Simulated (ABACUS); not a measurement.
Crystal: Ag.

```
Ag
1.0
    -2.04275    0.00000    2.04275
     0.00000    2.04275    2.04275
    -2.04275    2.04275    0.00000
Ag
1
Cartesian
  0.0000 0.0000 0.0000
```

```yaml
Program: ABACUS 3.10.1
Task: relaxation of cell and atoms
Functional: TM
Potentials_or_basis: SG15 ONCV 1.2 PBE
Cutoff: 1293 eV
Density_cutoff: 5170 eV
Basis: plane waves
k_mesh: 7 × 7 × 7
Occupations: fermi-dirac, width 0.05 eV
Spin: no spin polarisation
```

At the start: pressure -2.8 GPa; volume 17.05 Å³/atom.

**Question.** Where does the relaxation end?

**Answer.** Over 3 steps the energy falls by 3.5 meV/atom and the volume is 16.65 Å³/atom (-2.3 %); space group Fm-3m (No. 225, to 0.05 Å).

The path:
```
step  energy change (eV)  largest force (eV/Å)  pressure (GPa)  volume (Å³)
   1              0.0000                0.0000           -2.76        17.05
   2             -0.0006                0.0000            2.73        16.31
   3             -0.0035                0.0000            0.02        16.65
```

Final structure:
```cif
data_structure
_symmetry_space_group_name_H-M 'P 1'
_symmetry_Int_Tables_number 1
_cell_length_a 2.8664
_cell_length_b 2.8664
_cell_length_c 2.8664
_cell_angle_alpha 60.000
_cell_angle_beta 60.000
_cell_angle_gamma 60.000
_cell_volume 16.65
loop_
_atom_site_label
_atom_site_type_symbol
_atom_site_fract_x
_atom_site_fract_y
_atom_site_fract_z
_atom_site_occupancy
Ag1 Ag 0.00000 0.00000 0.00000 1
```

Caveat: the k mesh is coarse (spacing up to 0.38 Å⁻¹), so the values aren't converged; the potentials were made for another functional, which shifts forces and pressure.
